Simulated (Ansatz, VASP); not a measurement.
CdF2: VASP beside Ansatz

```xyz
3
Lattice="0.0000 2.6940 2.6940 2.6940 0.0000 2.6940 2.6940 2.6940 0.0000" Properties=species:S:1:pos:R:3 pbc="T T T"
Cd    0.0000    0.0000    0.0000
F     4.0410    4.0410    4.0410
F     1.3470    1.3470    1.3470
```

Alike in both runs: functional BLYP; k mesh 9 × 9 × 9; occupations fermi-dirac, width 0.05 eV; no spin polarisation.

|  | VASP | Ansatz |
| --- | --- | --- |
| version | VASP 6.6.1 | Ansatz 0.2.0 |
| potentials or method | VASP PAW PBE potentials, release 64 (Cd, F) | Ansatz PAW |
| plane-wave cutoff (eV) | 520 | 420 |
| valence electrons in the cell | 26 | 34 |
| task | single point | band structure |

VASP gave:

```
gap on the k mesh at the Fermi level (eV) : 3.17
least direct gap on the mesh (eV)         : 3.62
pressure (GPa)                            : 9.4
```

Estimate Ansatz's values.

gap on the k mesh at the Fermi level (eV): 3.17; least direct gap on the mesh (eV): 3.63; pressure (GPa): 8.6.

The two sets of potentials don't hold the same shells in valence.

Caveats: the PAW data sets were made with another functional, which shifts forces and pressure a little (VASP); an odd mesh through Γ misses points on the zone boundary, where band edges often lie (VASP); the pressure holds a Pulay correction of +0.8 GPa for the finite cutoff (Ansatz); the PAW data sets come from PBE, with cores solved anew for the run's functional, which leaves a small shift of forces and pressure (Ansatz).
